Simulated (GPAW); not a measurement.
# ZrSe2 (P-3m1): one start, several treatments of the self-energy

Aim: compare treatments of exchange, screening and correlation for the gap of ZrSe2 (P-3m1).

Calculated with GPAW 26.7.0; LDA and many-body steps on it, plane waves.

The database entry behind the starting cell differs from later determinations by our own check (c about 0.8 % long), so it need not match the best structure at ambient conditions.

## 1. The starting structure

It takes space group P-3m1 (No. 164, trigonal). Conventional cell: a = 3.798 Å, b = 3.798 Å, c = 6.192 Å, α = 90.00°, β = 90.00°, γ = 120.00°. Zr has 6 Se at 2.68 Å nearest. Nearest to Se lie 3 Zr at 2.68 Å. Farther neighbours and most contacts between anions are not listed.

As a file:

```xyz
3
Lattice="3.7980 0.0000 0.0000 -1.8990 3.2892 0.0000 0.0000 0.0000 6.1920" Properties=species:S:1:pos:R:3 pbc="T T T"
Zr    0.0000    0.0000    0.0000
Se    0.0000    2.1928    1.5480
Se    1.8990    1.0964    4.6440
```

The cell and positions come from the Crystallography Open Database and are kept as given unless a step says otherwise.

## 2. Empty states on the mesh, 6×6×4 mesh, 185 bands

This step: GPAW 26.7.0; DFT, LDA, plane waves, PAW.

The sums over transitions need many empty states on a uniform mesh; this step solves for them.

The input, run.py:

```python
import json
import numpy as np
from gpaw.mpi import world
from gpaw import GPAW

calc = GPAW('gs.gpw').fixed_density(kpts={'size': (6, 6, 4), 'gamma': True},
    parallel={'domain': 1, 'band': 1},
    txt='nscf.txt')
calc.diagonalize_full_hamiltonian(nbands=185)
calc.write('full.gpw', mode='all')
res = {}
kpts = calc.get_ibz_k_points()
res['kpts'] = kpts
res['eigenvalues'] = [calc.get_eigenvalues(kpt=k) for k in range(len(kpts))]
res['n_electrons'] = calc.get_number_of_electrons()

if world.rank == 0:
    with open('result.json', 'w') as f:
        json.dump(res, f, default=lambda x: x.tolist())
```

Run with:

```bash
mpirun -n 4 gpaw python run.py
```

Numbers of over 12 decimals in the logs are rounded to 6 here.

Output:

```text
Diagonalizing LCAO Hamiltonian
Converting LCAO to pw mode
convergence criteria:
- Maximum integral of absolute [eigenst]ate change: 4e-08 eV^2 / valence electron
maximum number of iterations: 100

SCF iterations
|iter     |     time |      energy | eigst |  dens |
|iter:   1|  |             | +0.67 |       |
|iter:   2|  |             | -1.17 |       |
|iter:   3|  |             | -2.09 |       |
[...]
|iter:   8|  |             | -6.81 |       |
|iter:   9|  |             | -7.34 |       |
|iter:  10|  |             | -7.74c|       |
SCF steps: 10
  __  _  _
 | _ |_)|_||  |
 |__||  | ||/\| - 26.7.0

Input parameters:
  mode=PW(ecut=450.000000),
  convergence={'density': 1e-06, 'bands': -3},
  gpts=array([20, 20, 32]),
  kpts=MonkhorstPack(size=(6, 6, 4), gamma=True),
  maxiter=100,
  nbands=19,
  occupations=Occupations(name='fermi-dirac', width=0.001, fixmagmom=False),
  parallel={'domain': 1, 'band': 1},
  xc=XC(name='LDA')
Matrix size: 1713x1713
# Writing to full.gpw (mode='all')
  [... matrices ...]

timing:  # [seconds]
  Total: 23.894  # ━━━━━━━━━━━━━━━━━━━━━━━━━━━━━━━━━━━━━━━━━━━━━━━━━━━━━━━━━━
```

The job ended after 28 s (4 MPI ranks of Arm Neoverse V2, shared host; peak memory 1.6 GiB).

Numbers from this step:

| Property | Result |
| --- | --- |
| gap | 0.2860 eV |
| k of the valence top | 0, 0, 0 |
| k of the conduction bottom | 0.5, 0.5, 0.5 |
| least direct gap | 0.9678 eV |
| k points computed | 24 |
| lowest point of the top converged band, above the valence top | 87.7957 eV |

On this mesh the gap is 0.286 eV.

## 3. G0W0, Godby-Needs plasmon pole

Now the one-shot GW correction: screening in the RPA, then the self-energy of the levels asked for.

This step: G0W0 with a vertex from the rALDA kernel on LDA, plane waves, PAW.

The input, run.py:

```python
import json
import numpy as np
from gpaw.mpi import world
from gpaw.response.g0w0 import G0W0

gw = G0W0('full.gpw',
    filename='gw',
    kpts=[0, 23],
    bands=(10, 14),
    ecut=100,
    nbands=175,
    integrate_gamma='WS',
    ppa=True,
    xc='rALDA',
    fxc_mode=None,
    fxc_modes=['GWP', 'GWS', 'GWG'],
    do_GW_too=True)
gw.calculate()
res = {mode: {k: v for k, v in r.items() if k != 'sigma_eskwn'}
       for mode, r in gw.all_results.items()}

if world.rank == 0:
    with open('result.json', 'w') as f:
        json.dump(res, f, default=lambda x: x.tolist())
```

Run with:

```bash
mpirun -n 4 gpaw python run.py
```

Output:

```text
Using integrator: PointIntegrator
FrequencyGridDescriptor(from 0.000+0.000j to 0.000+27.211j eV, 2 points)
Nonperiodic BCs:  [False False False]
Using integrator: PointIntegrator
FrequencyGridDescriptor(from 0.000+0.000j to 0.000+27.211j eV, 2 points)
Nonperiodic BCs:  [False False False]
  ___  _ _ _
 |   || | | |
 | | || | | |
 |__ ||_____|
 |___|

BZ k-points: Symmetries present (total): 12

  [... matrices ...]
144 k-points: 6 x 6 x 4 Monkhorst-Pack grid + [1/12,1/12,1/8]
24 k-points in the irreducible part of the Brillouin zone
       k-points in crystal coordinates                weights
   0:     0.00000000    0.00000000    0.00000000          1/144
   1:     0.00000000    0.00000000    0.25000000          2/144
   2:     0.00000000    0.00000000    0.50000000          1/144
   3:     0.16666667    0.00000000   -0.25000000          6/144
   4:     0.16666667    0.00000000    0.00000000          6/144
   5:     0.16666667    0.00000000    0.25000000          6/144
   6:     0.16666667    0.00000000    0.50000000          6/144
   7:     0.33333333   -0.16666667    0.00000000          6/144
   8:     0.33333333   -0.16666667    0.25000000         12/144
   9:     0.33333333   -0.16666667    0.50000000          6/144
          ...
  23:     0.50000000    0.50000000    0.50000000          3/144

Distributing spins, k-points and bands (1 x 2 x 4) over 4 processes
Number of blocks: 1

Quasi particle states:
k-points (IBZ indices): [0, 23]
Band range: (10, 14)
  [... matrices ...]
Computational parameters:
Plane wave cut-off: 100 eV
Number of bands: 175
Coulomb cutoff: None
Broadening: 0.1 eV

fxc modes: GW, GWG, GWP, GWS
Kernel: rALDA
Using Godby-Needs plasmon-pole approximation:
  Fitting energy: i*E0, E0 = 1.000 Hartree
Summing all q:

Calculating screened Coulomb potential
No Coulomb truncation
FrequencyGridDescriptor(from 0.000+0.000j to 0.000+27.211j eV, 2 points)
Removing empty qpoint cache files...

Calculating chi0 body with:
    Ground state adapter containing:
    Number of spins: 1
    Number of kpoints: 144
    Number of irreducible kpoints: 24
    Number of completely occupied states: 12
    Number of partially occupied states: 12
    Occupied states memory: 2.34375 M / cpu

    Linear response parametrization:
    q_c: [1.3877787807814457e-17, 1.3877787807814457e-17, 0.0]
    Number of frequency points: 2
    Planewave cutoff: 100.0
    Number of bands: 175
    Number of planewaves: 161
    Broadening (eta): 1e-06
    comm.size: 4
    kncomm.size: 4
    blockcomm.size: 1

    Memory estimate of potentially large arrays:
        chi0_wGG: 0.791046 M / cpu
Integrating chi0 body.

Symmetries of q_c:
    Direct symmetries (Uq -> q): 12
    Indirect symmetries (TUq -> q): 0
In total 12 allowed symmetries.

  [... matrices ...]
24 groups of equivalent kpoints. 83.333333% reduction.

Integral kind: response function
Integrating chi0 head and wings.

Symmetries of q_c:
    Direct symmetries (Uq -> q): 12
    Indirect symmetries (TUq -> q): 0
In total 12 allowed symmetries.

  [... matrices ...]
24 groups of equivalent kpoints. 83.333333% reduction.

Integral kind: response function wings
Calculating rALDA kernel at 100.0 eV cutoff
q point 0 complete
q point 1 complete
q point 2 complete
q point 3 complete
q point 4 complete
q point 5 complete
[...]
q point 9 complete
q point 10 complete
q point 11 complete
[... the further q-points ...]

Results:
f:      Occupation numbers
eps:     KS-eigenvalues [eV]
vxc:     KS vxc [eV]
exx:     Exact exchange [eV]
sigma:   Self-energies [eV]
dsigma:  Self-energy derivatives
Z:       Renormalization factors
qp:      QP-energies [eV]

k-point 0 (0): (0.000, 0.000, 0.000)                GWP
band       f     eps     vxc     exx   sigma  dsigma       Z      qp
                                                                  GWP
  10   1.000   5.303 -16.066 -17.461   1.253  -0.290   0.775   5.193
  11   1.000   5.353 -15.796 -17.313   1.360  -0.292   0.774   5.231
  12   0.000   6.321 -16.225 -10.600  -4.540  -0.301   0.768   7.154
  13   0.000   6.321 -16.225 -10.600  -4.540  -0.301   0.768   7.154
                                                                  GWS
  10   1.000   5.303 -16.066 -17.461   1.608  -0.255   0.797   5.473
  11   1.000   5.353 -15.796 -17.313   1.731  -0.256   0.796   5.523
[...]
GWG
[...]
GW
[...]
k-point 1 (23): (0.500, 0.500, 0.500)                GWP
band       f     eps     vxc     exx   sigma  dsigma       Z      qp
                                                                  GWP
[...]
GWS
[...]
GWG
[...]
GW
[...]
11   1.000   4.380 -15.356 -17.366   1.759  -0.286   0.777   4.186
  12   0.000   5.639 -14.785  -9.973  -3.856  -0.277   0.783   6.388
  13   0.000   7.775 -17.949 -10.989  -5.370  -0.302   0.768   8.995
```

Run time: 10 min. Hardware: 4 MPI ranks; peak memory 4.1 GiB; 41 min of CPU time.

This step gave:

```yaml
gap_with_the_vertex_in_the_polarisability: 1.043 eV
gap_with_the_vertex_in_the_self_energy: 1.213 eV
gap_with_the_vertex_in_both: 1.139 eV
g0w0_gap_on_the_points_computed: 1.126 eV
least_direct_g0w0_gap_on_the_computed_points: 2.025 eV
z_at_the_valence_top: 0.7823
z_at_the_conduction_bottom: 0.7831
starting_gap_on_the_mesh: 0.2860 eV
k_of_the_valence_top: 0, 0, 0
k_of_the_conduction_bottom: 0.5, 0.5, 0.5
```

The gap on the mesh goes from 0.29 eV to 1.13 eV, a correction of +0.84 eV.

## 4. G0W0 with rALDA vertex

run.py, as its differences from that of step 3:

```diff
@@ -9,4 +9,4 @@
     bands=(10, 14),
-    ecut=100,
-    nbands=175,
+    ecut=60,
+    nbands=81,
     integrate_gamma='WS',
@@ -14,5 +14,3 @@
     xc='rALDA',
-    fxc_mode=None,
-    fxc_modes=['GWP', 'GWS', 'GWG'],
-    do_GW_too=True)
+    fxc_mode='GWG')
 gw.calculate()
```

Run with:

```bash
mpirun -n 4 gpaw python run.py
```

Output:

```text
Using integrator: PointIntegrator
FrequencyGridDescriptor(from 0.000+0.000j to 0.000+27.211j eV, 2 points)
Nonperiodic BCs:  [False False False]
Using integrator: PointIntegrator
FrequencyGridDescriptor(from 0.000+0.000j to 0.000+27.211j eV, 2 points)
Nonperiodic BCs:  [False False False]
  ___  _ _ _
 |   || | | |
 | | || | | |
 |__ ||_____|
 |___|

BZ k-points: Symmetries present (total): 12

  [... matrices ...]
144 k-points: 6 x 6 x 4 Monkhorst-Pack grid + [1/12,1/12,1/8]
24 k-points in the irreducible part of the Brillouin zone
       k-points in crystal coordinates                weights
   0:     0.00000000    0.00000000    0.00000000          1/144
   1:     0.00000000    0.00000000    0.25000000          2/144
   2:     0.00000000    0.00000000    0.50000000          1/144
[...]
9:     0.33333333   -0.16666667    0.50000000          6/144
          ...
  23:     0.50000000    0.50000000    0.50000000          3/144

Distributing spins, k-points and bands (1 x 2 x 4) over 4 processes
Number of blocks: 1

Quasi particle states:
k-points (IBZ indices): [0, 23]
Band range: (10, 14)
  [... matrices ...]
Computational parameters:
Plane wave cut-off: 60 eV
Number of bands: 81
Coulomb cutoff: None
Broadening: 0.1 eV

fxc modes: GWG
Kernel: rALDA
Using Godby-Needs plasmon-pole approximation:
  Fitting energy: i*E0, E0 = 1.000 Hartree
Summing all q:

Calculating screened Coulomb potential
No Coulomb truncation
FrequencyGridDescriptor(from 0.000+0.000j to 0.000+27.211j eV, 2 points)
Removing empty qpoint cache files...

Calculating chi0 body with:
    Ground state adapter containing:
    Number of spins: 1
    Number of kpoints: 144
    Number of irreducible kpoints: 24
    Number of completely occupied states: 12
    Number of partially occupied states: 12
    Occupied states memory: 2.34375 M / cpu

    Linear response parametrization:
    q_c: [1.3877787807814457e-17, 1.3877787807814457e-17, 0.0]
    Number of frequency points: 2
    Planewave cutoff: 60.0
    Number of bands: 81
    Number of planewaves: 97
    Broadening (eta): 1e-06
    comm.size: 4
    kncomm.size: 4
    blockcomm.size: 1

    Memory estimate of potentially large arrays:
        chi0_wGG: 0.287140 M / cpu
Integrating chi0 body.

Symmetries of q_c:
    Direct symmetries (Uq -> q): 12
    Indirect symmetries (TUq -> q): 0
In total 12 allowed symmetries.

  [... matrices ...]
24 groups of equivalent kpoints. 83.333333% reduction.

Integral kind: response function
Integrating chi0 head and wings.

Symmetries of q_c:
    Direct symmetries (Uq -> q): 12
    Indirect symmetries (TUq -> q): 0
In total 12 allowed symmetries.

  [... matrices ...]
24 groups of equivalent kpoints. 83.333333% reduction.

Integral kind: response function wings
Calculating rALDA kernel at 60.0 eV cutoff
q point 0 complete
q point 1 complete
q point 2 complete
[...]
q point 11 complete
q point 12 complete
[... the further q-points ...]

Results:
f:      Occupation numbers
eps:     KS-eigenvalues [eV]
vxc:     KS vxc [eV]
exx:     Exact exchange [eV]
sigma:   Self-energies [eV]
dsigma:  Self-energy derivatives
Z:       Renormalization factors
qp:      QP-energies [eV]

k-point 0 (0): (0.000, 0.000, 0.000)                GWG
band       f     eps     vxc     exx   sigma  dsigma       Z      qp
                                                                  GWG
  10   1.000   5.303 -16.066 -17.461   1.797  -0.259   0.794   5.622
  11   1.000   5.353 -15.796 -17.313   1.916  -0.260   0.793   5.669
  12   0.000   6.321 -16.225 -10.600  -3.974  -0.275   0.784   7.616
[...]
k-point 1 (23): (0.500, 0.500, 0.500)                GWG
band       f     eps     vxc     exx   sigma  dsigma       Z      qp
                                                                  GWG
[...]
12   0.000   5.639 -14.785  -9.973  -3.425  -0.263   0.792   6.738
  13   0.000   7.775 -17.949 -10.989  -4.983  -0.298   0.771   9.298
```

Wall time 2.3 min (4 MPI ranks); peak memory 2.3 GiB; 9.2 min of CPU time.

This step gave:

* quasiparticle gap on the points computed: 1.068 eV
* least direct quasiparticle gap on the computed points: 1.946 eV
* Z at the valence top: 0.7934
* Z at the conduction bottom: 0.7920
* starting gap on the mesh: 0.2860 eV
* k of the valence top: 0, 0, 0
* k of the conduction bottom: 0.5, 0.5, 0.5

Against G0W0 in GPAW (6×6×4 mesh, 175 bands, screening to 100 eV, Godby-Needs plasmon pole), the gap moves by −0.058 eV.

## 5. The runs together

Times are wall times on 4 MPI ranks of Arm Neoverse V2, shared host, good to a factor of about two.

```
                           run   mesh  bands  screening cutoff (eV)  DFT gap (eV)  gap on the mesh (eV)  direct (eV)     time
G0W0, Godby-Needs plasmon pole  6×6×4    175                    100         0.286                 1.126        2.025   10 min
        G0W0 with rALDA vertex  6×6×4     81                     60         0.286                 1.068        1.946  2.3 min
```

## 6. Outcome

```
G0W0, Godby-Needs plasmon pole : 1.126 eV
G0W0 with rALDA vertex         : 1.068 eV
known limits                   : not at the basis limit; no spin-orbit coupling; coarse k mesh
```

**Reading.** G0W0 with rALDA vertex: −0.058 eV against G0W0, Godby-Needs plasmon pole, at other bands or cutoff, so not like for like. With the rALDA kernel as a vertex the gap is 1.04 eV (in the polarisability), 1.21 eV (in the self-energy) and 1.14 eV (in both), against 1.13 eV without. Bands and cutoff are finite, so the gap is not at the basis limit. The miss can reach some tenths of an eV and take either sign; the mesh is an error of its own. These stock PAW sets were not made for GW; the filled d or f shell of Se lies in the frozen core, which bears on start and correction. In the G0W0 runs levels were corrected at 2 k points alone, so a gap called «on the mesh» is the least over those, and an edge elsewhere would be missed. The 6×6×4 mesh is coarse for this cell, which bears on the long-range parts of exchange and screening. The many-body steps are scalar-relativistic: spin-orbit coupling is not in them.

[Paths, hosts, dates, memory and timing lines, banners, echoed tables and standing remarks are left out of the program output.]

[Logs are printed without paths, hosts, clocks, repeated set-up lines and the standing remarks that a program may print on its own settings, such as how far it seeks lower states.]

[Runs of the session that timed out or met a known fault of the program may be left out.]

[Hosts, paths, dates, database ids (printed as entryN), source tags and the programs' standing remarks are cut or masked in the printed files.]
